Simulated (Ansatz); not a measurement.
The system is HfC.

```
Hf C
1.0
     0.00000    2.32500    2.32500
     2.32500    0.00000    2.32500
     2.32500    2.32500    0.00000
Hf C
1 1
Direct
  0.50000 0.50000 0.50000
  0.00000 0.00000 0.00000
```

```yaml
Program: Ansatz 0.2.0
Task: relaxation of cell and atoms
Functional: revPBE
Dispersion: D4
Potentials_or_basis: Ansatz PAW
Cutoff: "420 eV (not typed: the program's choice for these potentials)"
k_mesh: 10 × 10 × 10
Occupations: fermi-dirac, width 0.05 eV
Spin: no spin polarisation
```

At the start: volume 12.57 Å³/atom.

**Question.** How do energy, volume and symmetry change on relaxing?

**Answer.** It ends after 5 steps and the volume is 12.38 Å³/atom (-1.5 %); space group Fm-3m (No. 225, to 0.05 Å).

Step by step:
```tsv
step	energy change (eV)	largest force (eV/Å)	volume (Å³)
1	0.0000	0.0000	25.14
2	-0.0029	0.0000	24.48
3	-0.0048	0.0000	24.76
4	-0.0048	0.0000	24.75
5	-0.0043	0.0000	24.75
```

Final structure:
```cif
data_structure
_symmetry_space_group_name_H-M 'P 1'
_symmetry_Int_Tables_number 1
_cell_length_a 3.2713
_cell_length_b 3.2713
_cell_length_c 3.2713
_cell_angle_alpha 60.000
_cell_angle_beta 60.000
_cell_angle_gamma 60.000
_cell_volume 24.75
loop_
_atom_site_label
_atom_site_type_symbol
_atom_site_fract_x
_atom_site_fract_y
_atom_site_fract_z
_atom_site_occupancy
Hf1 Hf 0.50000 0.50000 0.50000 1
C1 C 0.00000 0.00000 0.00000 1
```

Caveat: the plane-wave basis is chosen anew once the cell has moved, so the energies of steps on either side of that aren't comparable; the PAW data sets come from PBE, with cores solved anew for the run's functional, which leaves a small shift of forces and pressure.
